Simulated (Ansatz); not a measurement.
# Pt: the cost of one run

Program: Ansatz 0.2.0. Level of theory: DFT HSE06, scalar-relativistic, plane waves, PAW. These are calculated values, not measurements.

3 further runs of the same task are left out: 1 that didn't finish, 2 set aside as unsound or not needed.

## (1) Starting point

It takes space group Fm-3m (No. 225, cubic). Conventional cell: a = 3.970 Å, b = 3.970 Å, c = 3.970 Å, α = 90.00°, β = 90.00°, γ = 90.00°. Around Pt (site symmetry m-3m) lie 12 Pt at 2.81 Å.

As a file:

```xyz
1
Lattice="0.0000 1.9851 1.9851 1.9851 0.0000 1.9851 1.9851 1.9851 0.0000" Properties=species:S:1:pos:R:3 pbc="T T T"
Pt    0.0000    0.0000    0.0000
```

It is the result of an earlier relaxation at this level (volume 15.64 Å³/atom; gap on the mesh: none (metal)).

## (2) The same geometry with HSE06

input.yaml

```yaml
crystal:
  lattice:
    - [0.0, 1.9850569796, 1.9850569796]
    - [1.9850569796, 0.0, 1.9850569796]
    - [1.9850569796, 1.9850569796, 0.0]
  atoms:
    - { symbol: Pt, position: [0.0, 0.0, 0.0] }
basis:
  ecutwfc: 420
kpoints:
  mp_grid: { grid: [12, 12, 12] }
  band_path:
    path:
      - [[0.0, 0.0, 0.0], [0.5, 0.0, 0.5], [0.625, 0.25, 0.625]]
      - [[0.375, 0.375, 0.75], [0.0, 0.0, 0.0], [0.5, 0.5, 0.5], [0.5, 0.25, 0.75], [0.5, 0.0, 0.5]]
    npoints: 4
hamiltonian:
  xc: hse06
scf:
  occupations: { method: gaussian, width: 0.1 }
output:
  forces: true
  stress: true
  eigenvalues: true
  populations: true
  dos: { projected: true, de: 0.02 }
  bader: false
  write_density: true
  write_potential: true
  elf: true
  volumetric_format: npy
```

Run with:

```console
ansatz run input.yaml --threads 2 --pin off --max-ram 5120MiB --backend cpu --events-out ev --progress --plain --runs-dir out
```

What time and memory should one allow on 2 threads of Intel Xeon Platinum 8259CL at 2.50GHz (Skylake/Cascade Lake), shared host?

About 4 min, with a peak of 2.3 GiB.
